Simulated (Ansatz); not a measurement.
Ansatz input

```yaml
crystal:
  lattice:
    - [3.2687482046, 0.0, 0.0]
    - [0.0, 3.2687482046, 0.0]
    - [0.0, 0.0, 3.2687482046]
  atoms:
    - { symbol: Lu, position: [0.0, 0.0, 0.0] }
hamiltonian:
  xc: rpbe
  pseudopotentials:
    kind: paw
    azcp:
      Lu: "pseudopotentials/Lu.paw.azcp"
basis:
  ecutwfc: 420
  fft_grid_basis: typed
kpoints:
  mp_grid: { grid: [11, 11, 11], shift: [0, 0, 0] }
magnetization:
  spin_polarized: false
scf:
  occupations: { method: fermi_dirac, width: 0.1 }
  lower_state_search: "off"
output:
  stress: true
```

Terminal output

```
Engine: ansatz 0.2.0, aarch64-unknown-linux-gnu
Pseudopotentials: kind: paw
Pseudopotential: Lu, paw, valence charge 25, recommended cutoff 420 eV (normal) 
Functional definition: RPBE
  parameter kappa = 0.804
  parameter beta = 0.06672455060314922
  exchange = rpbe_x(kappa = kappa, mu = beta*pi^2/3)
  correlation = pbe_c(beta = beta)
Crystal: 1 atoms, lattice volume = 34.926 Å³
Basis set: ecut = 420 eV, 691 PW (Γ)
Bands: 17, of which v1, the nominal top of the filled ones, is band 13 counted from 1 (12 counted from 0)
Symmetry: 48 space group operations
Space group: Pm-3m (ITA 221), of the structure as read, at distance tolerance 3.3e-5 Å
k-points: 56 of 1331
Non-local potential: Lu, projectors of the file, l = 0: 3, l = 1: 2, l = 2: 2, l = 3: 3
PAW form: soft (Blöchl's): semilocal exchange-correlation on the pseudo side does not see the compensation charge
PAW frozen core: Lu, regenerated for the run's functional, and the local potential with it (the file was generated under x = pbe(κ = 0.804, μ = 0.2195149727645171), c = pbe(β = 0.06672455060314922))
PAW one-centre angular grid: Lu, 590 points (default); XC on 64 Gauss nodes
Initial density: superposition of atomic densities (neutral atoms: chi_scale 0, normalization atom), corrected by the library's trained network
Initial wavefunctions: pseudopotential atomic-orbital guess
Functional: x = rpbe, c = pbe(β = 0.06672455060314922)
SCF iter   1: F=—  HF=-14743.930505 eV  |F-HF|=—  |Δ(HF+E_count)|=         —  Δρ=2.55e-3  dr2=2.79e-3  ethr=1.77e-3  ⟨swp⟩=5.4  Hψ=5249  notcnv=0
SCF iter   2: F=—  HF=-14743.928582 eV  |F-HF|=—  |Δ(HF+E_count)|=   1.92e-3  Δρ=1.64e-3  dr2=5.87e-4  ethr=1.12e-5  ⟨swp⟩=3.2  Hψ=2895  notcnv=0
SCF iter   3: F=—  HF=-14743.926585 eV  |F-HF|=—  |Δ(HF+E_count)|=   2.00e-3  Δρ=7.15e-4  dr2=9.43e-5  ethr=2.35e-6  ⟨swp⟩=3.1  Hψ=2057  notcnv=0
SCF iter   4: F=—  HF=-14743.926422 eV  |F-HF|=—  |Δ(HF+E_count)|=   1.63e-4  Δρ=1.64e-4  dr2=4.60e-6  ethr=3.77e-7  ⟨swp⟩=3.1  Hψ=2229  notcnv=0
SCF iter   5: F=—  HF=-14743.926425 eV  |F-HF|=—  |Δ(HF+E_count)|=   3.28e-6  Δρ=2.52e-5  dr2=1.45e-7  ethr=1.84e-8  ⟨swp⟩=2.8  Hψ=1937  notcnv=0
SCF iter   6: F=—  HF=-14743.926425 eV  |F-HF|=—  |Δ(HF+E_count)|=   9.08e-8  Δρ=3.74e-6  dr2=8.34e-10  ethr=4.00e-10  ⟨swp⟩=6.7  Hψ=5053  notcnv=0
SCF iter   7: F=-14743.926425 eV  HF=-14743.926425 eV  |F-HF|=8.62e-10  |Δ(HF+E_count)|=   1.78e-8  Δρ=2.34e-7  dr2=1.01e-11  ethr=3.34e-12  ⟨swp⟩=5.5  Hψ=3884  notcnv=0
SCF 1 converged in 7 iterations: F = -14743.926425 eV  dr2 = 1.01e-11
SCF converged after 7 iterations
Free energy (F): -14743.926425 eV
Harris-Foulkes:  -14743.926425 eV  (|F-HF|=8.62e-10)
Internal energy: -14743.861861 eV  (E = F + TS)
E sigma→0 (E₀):  -14743.894143 eV
Entropy (-TS):   -0.064564 eV (-64.564 meV/atom)
Fermi energy:    11.230329 eV
--- Per-component energies (eV) ---
  E_band       = -80.454612
  E_kinetic    = 415.307585
  E_local      = -7282.811703  (includes V_loc(G=0)·N_el)
  E_nonlocal   = 576.562710
  E_hartree    = 3056.886253
  E_xc         = -216.931758
  E_vxc        = -255.946828  (∫ρ·V_xc dr)
  E_paw        = -7386.776400  (= ΣΔE_a)
  E_vpaw       = 352.661243  (= ΣTr[D̂ρ^β])
  E_aug_tail   = 0.000037  (compensation charges beyond the density's cutoff)
  E_ewald      = -3905.936928
  E_core_change = -0.161657  (= ΣΔE_core)
  E_smearing   = -0.064564  (= −TS)
  E_closure    = 0.000000  (closes the sum)
  Σ components = -14743.926425   (vs F -14743.926425, Δ=0.00e0)
--- Stress (GPa, compression-positive) ---
       -0.125873      -0.000000       0.000000
       -0.000000      -0.125873       0.000000
        0.000000      -0.000000      -0.125873
  P = ⅓ Tr σ = -0.1259 GPa (-1.259 kbar)
```
